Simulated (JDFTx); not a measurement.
# SrO (Fm-3m) in JDFTx: reference runs

How does SrO come out in PBEsol? The cell is run as given.

Program: JDFTx 1.7.0 (patched build). These are calculated values, not measurements. Logs are shortened: lines on timing, memory, paths and dates and some standing lists are left out, and cuts for length are marked. The log counts tension as positive stress, the text compression.

## (1) The structure

Symmetry: Fm-3m, No. 225, cubic system. The conventional cell has a = 5.133 Å, b = 5.133 Å, c = 5.133 Å, α = 90.00°, β = 90.00°, γ = 90.00°. Around Sr (site symmetry m-3m) lie 6 O at 2.57 Å. Around O (site symmetry m-3m) lie 6 Sr at 2.57 Å.

## (2) Single point, PBEsol

Input file SrO.in:

```
lattice \
    0.0000000000     4.8496041536     4.8496041536 \
    4.8496041536     0.0000000000     4.8496041536 \
    4.8496041536     4.8496041536     0.0000000000
coords-type Lattice
ion Sr     0.5000000000     0.5000000000     0.5000000000 1
ion O      0.0000000000     0.0000000000     0.0000000000 1

ion-species pseudo/Sr.upf
ion-species pseudo/O.upf
elec-cutoff 42 336
elec-ex-corr gga-PBEsol
kpoint-folding 9 9 9
elec-smearing Fermi 0.0018374661
elec-n-bands 14
electronic-SCF nIterations 100 energyDiffThreshold 1e-09
electronic-minimize nIterations 30 energyDiffThreshold 1e-7
converge-empty-states yes
forces-output-coords Cartesian

dump-name run.$VAR
dump End Ecomponents EigStats BandEigs Kpoints Forces Stress
```

Potentials or basis: PseudoDojo-SR-PBEsol-0.4.1-standard with smoothed tails.

On the command line:

```console
> jdftx -c 1 -i SrO.in -o SrO.out
```

Log:

```text
*************** JDFTx 1.7.0 (patched build) ***************

Input parsed successfully to the following command list (including defaults):
[... the input with its defaults ...]

---------- Setting up symmetries ----------

Found 48 point-group symmetries of the bravais lattice
Found 48 space-group symmetries with basis
Applied RMS atom displacement 0 bohrs to make symmetries exact.

---------- Initializing the Grid ----------
R =
[            0       4.8496       4.8496  ]
[       4.8496            0       4.8496  ]
[       4.8496       4.8496            0  ]
unit cell volume = 228.112
G =
[  -0.647804   0.647804   0.647804  ]
[   0.647804  -0.647804   0.647804  ]
[   0.647804   0.647804  -0.647804  ]
Minimum fftbox size, Smin = [  60  60  60  ]
Chosen fftbox size, S = [  60  60  60  ]

---------- Initializing tighter grid for wavefunction operations ----------
R =
[            0       4.8496       4.8496  ]
[       4.8496            0       4.8496  ]
[       4.8496       4.8496            0  ]
unit cell volume = 228.112
G =
[  -0.647804   0.647804   0.647804  ]
[   0.647804  -0.647804   0.647804  ]
[   0.647804   0.647804  -0.647804  ]
Minimum fftbox size, Smin = [  44  44  44  ]
Chosen fftbox size, S = [  48  48  48  ]

---------- Exchange Correlation functional ----------
Initalized PBEsol GGA exchange.
Initalized PBEsol GGA correlation.

---------- Setting up pseudopotentials ----------
Width of ionic core gaussian charges (only for fluid interactions / plotting) set to 0

Reading pseudopotential file 'pseudo/Sr.upf':
  'Sr' pseudopotential, 'PBESOL' functional
  Generated using ONCVPSP code by D. R. Hamann
  10 valence electrons, 3 orbitals, 6 projectors, 1001 radial grid points, with lMax = 2
    4S    l: 0   occupation:  2.0   eigenvalue: -1.502109
    4P    l: 1   occupation:  6.0   eigenvalue: -0.838136
    5S    l: 0   occupation:  2.0   eigenvalue: -0.129954
  Core radius for overlap checks: 1.50 bohrs.

Reading pseudopotential file 'pseudo/O.upf':
  'O' pseudopotential, 'PBESOL' functional
  Generated using ONCVPSP code by D. R. Hamann
  6 valence electrons, 2 orbitals, 5 projectors, 936 radial grid points, with lMax = 2
    2S    l: 0   occupation:  2.0   eigenvalue: -0.874950
    2P    l: 1   occupation:  4.0   eigenvalue: -0.329796
  Core radius for overlap checks: 1.39 bohrs.

Initialized 2 species with 2 total atoms.

Folded 1 k-points by 9x9x9 to 729 k-points.

---------- Setting up k-points, bands, fillings ----------
Reduced to 35 k-points under symmetry.
Computing the number of bands and number of electrons
Calculating initial fillings.
nElectrons:  16.000000   nBands: 14   nStates: 35

----- Setting up reduced wavefunction bases (one per k-point) -----
average nbasis = 2966.111 , ideal nbasis = 2965.629

---------- Setting up ewald sum ----------
Optimum gaussian width for ewald sums = 2.202606 bohr.
Real space sum over 1331 unit cells with max indices [  5  5  5  ]
Reciprocal space sum over 2197 terms with max indices [  6  6  6  ]

---------- Allocating electronic variables ----------
Initializing wave functions:  linear combination of atomic orbitals
Note: number of bands (14) exceeds available atomic orbitals (9)
Sr pseudo-atom occupations:   s ( 2 2 )  p ( 6 )
O pseudo-atom occupations:   s ( 2 )  p ( 4 )
	FillingsUpdate:  mu: +0.611679663  nElectrons: 16.000000
LCAOMinimize: Iter:   0  F: -46.7675820677720679  |grad|_K:  1.127e-02  alpha:  1.000e+00
	FillingsUpdate:  mu: +0.501084440  nElectrons: 16.000000
LCAOMinimize: Iter:   1  F: -46.9331989677717587  |grad|_K:  5.920e-03  alpha:  2.236e-01  linmin: -3.057e-01  cgtest:  8.473e-01
LCAOMinimize: Encountered beta<0, resetting CG.
[... 14 lines of inner loops ...]
LCAOMinimize: Iter:   6  F: -46.9785082274189918  |grad|_K:  2.753e-06  alpha:  4.264e-01  linmin: -3.764e-04  cgtest:  1.174e-02
	FillingsUpdate:  mu: +0.414343965  nElectrons: 16.000000
LCAOMinimize: Iter:   7  F: -46.9785082445104081  |grad|_K:  8.405e-08  alpha:  6.573e-01  linmin:  1.509e-03  cgtest: -4.581e-02
LCAOMinimize: Converged (|Delta F|<1.000000e-06 for 2 iters).

-------- Electronic minimization -----------
Will mix electronic density at each iteration.
	FillingsUpdate:  mu: +0.414343965  nElectrons: 16.000000
	FillingsUpdate:  mu: +0.375711884  nElectrons: 16.000000
SCF: Cycle:  0   F: -46.998456588050708   dF: -1.995e-02   |Residual|: 2.355e-01   |deigs|: 2.163e-01
	FillingsUpdate:  mu: +0.300000000  nElectrons: 16.000000
SCF: Cycle:  1   F: -47.067721593895591   dF: -6.927e-02   |Residual|: 1.153e-01   |deigs|: 4.199e-02
	FillingsUpdate:  mu: +0.359085546  nElectrons: 16.000000
SCF: Cycle:  2   F: -47.083002150523654   dF: -1.528e-02   |Residual|: 1.740e-02   |deigs|: 1.291e-02
	FillingsUpdate:  mu: +0.361204185  nElectrons: 16.000000
SCF: Cycle:  3   F: -47.082969701885062   dF: +3.245e-05   |Residual|: 1.373e-02   |deigs|: 4.349e-03
	FillingsUpdate:  mu: +0.361488877  nElectrons: 16.000000
SCF: Cycle:  4   F: -47.083167985658420   dF: -1.983e-04   |Residual|: 1.890e-03   |deigs|: 2.209e-03
	FillingsUpdate:  mu: +0.361694169  nElectrons: 16.000000
SCF: Cycle:  5   F: -47.083168583596574   dF: -5.979e-07   |Residual|: 9.640e-04   |deigs|: 5.987e-04
	FillingsUpdate:  mu: +0.361714388  nElectrons: 16.000000
SCF: Cycle:  6   F: -47.083168793832236   dF: -2.102e-07   |Residual|: 6.080e-04   |deigs|: 1.842e-03
	FillingsUpdate:  mu: +0.361740701  nElectrons: 16.000000
SCF: Cycle:  7   F: -47.083169106228667   dF: -3.124e-07   |Residual|: 1.570e-04   |deigs|: 7.785e-04
	FillingsUpdate:  mu: +0.361755480  nElectrons: 16.000000
SCF: Cycle:  8   F: -47.083169111328615   dF: -5.100e-09   |Residual|: 8.900e-05   |deigs|: 2.181e-04
	FillingsUpdate:  mu: +0.361752043  nElectrons: 16.000000
SCF: Cycle:  9   F: -47.083169119400225   dF: -8.072e-09   |Residual|: 7.539e-06   |deigs|: 1.619e-04
	FillingsUpdate:  mu: +0.361753973  nElectrons: 16.000000
SCF: Cycle: 10   F: -47.083169119645248   dF: -2.450e-10   |Residual|: 2.437e-06   |deigs|: 1.688e-04
	FillingsUpdate:  mu: +0.361753853  nElectrons: 16.000000
SCF: Cycle: 11   F: -47.083169119692862   dF: -4.761e-11   |Residual|: 2.284e-06   |deigs|: 2.478e-04
SCF: Converged (|Delta E|<1.000000e-09 for 2 iters).

Setting wave functions to eigenvectors of Hamiltonian
Converging empty states (this may take a while): |deigs|: 2.328e-03

# Stress tensor in Cartesian coordinates [Eh/a0^3]:
[  2.55362e-05            0            0  ]
[            0  2.55362e-05            0  ]
[            0            0  2.55362e-05  ]

# Ionic positions in lattice coordinates:
ion Sr   0.500000000000000   0.500000000000000   0.500000000000000 1
ion O   0.000000000000000   0.000000000000000   0.000000000000000 1

# Forces in Cartesian coordinates:
force Sr   0.000000000000000  -0.000000000000000  -0.000000000000000 1
force O  -0.000000000000000   0.000000000000000   0.000000000000000 1

# Energy components:
   Eewald =      -38.8850906367908280
       EH =        8.2322114642383060
     Eloc =      -30.4775385760790947
      Enl =        2.5965724161706745
      Exc =      -12.5129959284453758
 Exc_core =        3.7266319225159394
       KE =       20.2370402186975227
-------------------------------------
     Etot =      -47.0831691196928617
       TS =        0.0000000000000019
-------------------------------------
        F =      -47.0831691196928617

IonicMinimize: Iter:   0  F: -47.083169119692862  |grad|_K:       -nan
IonicMinimize: None of the convergence criteria satisfied after 0 iterations.

#--- Lowdin population analysis ---
# oxidation-state Sr +1.638
# oxidation-state O -1.328

Dumping 'run.eigStats' ...
	eMin: -0.890769 at state 0 ( [ +0.000000 +0.000000 +0.000000 ] spin 0 )
	HOMO: +0.291024 at state 0 ( [ +0.000000 +0.000000 +0.000000 ] spin 0 )
	mu  : +0.361754
	LUMO: +0.411066 at state 23 ( [ +0.000000 +0.444444 +0.444444 ] spin 0 )
	eMax: +0.771445 at state 21 ( [ +0.000000 +0.333333 -0.444444 ] spin 0 )
	HOMO-LUMO gap: +0.120042
	Optical gap  : +0.123049 at state 23 ( [ +0.000000 +0.444444 +0.444444 ] spin 0 )
Done!
[note: the Lowdin charges miss the electrons that lie outside the files' atomic orbitals]
[note: mu as printed may lie anywhere between the filled and the empty levels]
```

It took 54 s on 1 thread of Intel Xeon 6975P-C (Granite Rapids), shared host; peak memory 0.13 GiB.

Results:

```
Free energy            : -1281.1983 eV
Pressure               : -0.8 GPa
Band gap on the k mesh : 3.27 eV, indirect (least direct gap 3.35 eV)
```

Levels at points of the mesh, in eV from the valence-band top:
```tsv
k point	band 5	band 6	band 7	band 8	band 9	band 10	band 11	band 12
(0.00, 0.00, 0.00)	-13.80	0.00	0.00	0.00	3.90	6.23	6.23	6.23
```

Caveat: an odd mesh through Γ misses points on the zone boundary, where band edges often lie.
